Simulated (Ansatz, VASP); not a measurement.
**WC in VASP and in Ansatz**

INCAR

```
SYSTEM = WC
PREC = Accurate
ENCUT = 520
EDIFF = 1E-6
ISMEAR = 0
SIGMA = 0.15
LREAL = .False.
LASPH = .True.
NELM = 100
ALGO = Normal
ISIF = 2
LWAVE = .False.
LCHARG = .False.
GGA = PS
NBANDS = 16
```

KPOINTS

```
regular mesh
0
Gamma
  21 21 18
  0 0 0
```

File POSCAR:

```
WC
1.0
    2.6576143944      0.0000000000      0.0000000000
   -1.3288071972      2.3015615790      0.0000000000
    0.0000000000      0.0000000000      3.3697306049
W C
1 1
Direct
    0.0000000000      0.0000000000      0.0000000000
    0.6666666667      0.3333333333      0.5000000000
```

Input for Ansatz:

```yaml
crystal:
  lattice:
    - [2.6576143944, 0.0, 0.0]
    - [-1.3288071972, 2.301561579, 0.0]
    - [0.0, 0.0, 3.3697306049]
  atoms:
    - { symbol: W, position: [0.0, 0.0, 0.0] }
    - { symbol: C, position: [0.6666666667, 0.3333333333, 0.5] }
basis:
  ecutwfc: 420
kpoints:
  mp_grid: { grid: [21, 21, 18] }
hamiltonian:
  xc: pbesol
scf:
  occupations: { method: gaussian, width: 0.15 }
output:
  forces: true
  stress: true
  eigenvalues: true
```

Alike in both runs: task single point; functional PBEsol; k mesh 21 × 21 × 18; occupations gaussian, width 0.15 eV; no spin polarisation.

|  | VASP | Ansatz |
| --- | --- | --- |
| version | VASP 6.6.1 | Ansatz 0.2.0 |
| potentials or method | VASP PAW PBE potentials, release 64 (W_sv, C) | scalar-relativistic, plane waves, PAW |
| plane-wave cutoff (eV) | 520 | 420 |
| valence electrons in the cell | 18 | 18 |

Ansatz gave:

```
gap on the k mesh at the Fermi level (eV)       : none
pressure (GPa)                                  : 6.4
largest component of the traceless stress (GPa) : 96.36
```

**Question.** Which values does VASP return?

**Answer.** gap on the k mesh at the Fermi level (eV): none; pressure (GPa): 7.9; largest component of the traceless stress (GPa): 96.72.

A gap of «none» marks a metal or a gap that the smearing closes. With one functional, cell and mesh, what is left measures potentials, basis and numerics.

Caveats: the PAW data sets were made with another functional, which shifts forces and pressure a little (VASP). Spin-orbit coupling is left out, which matters for the levels of W.
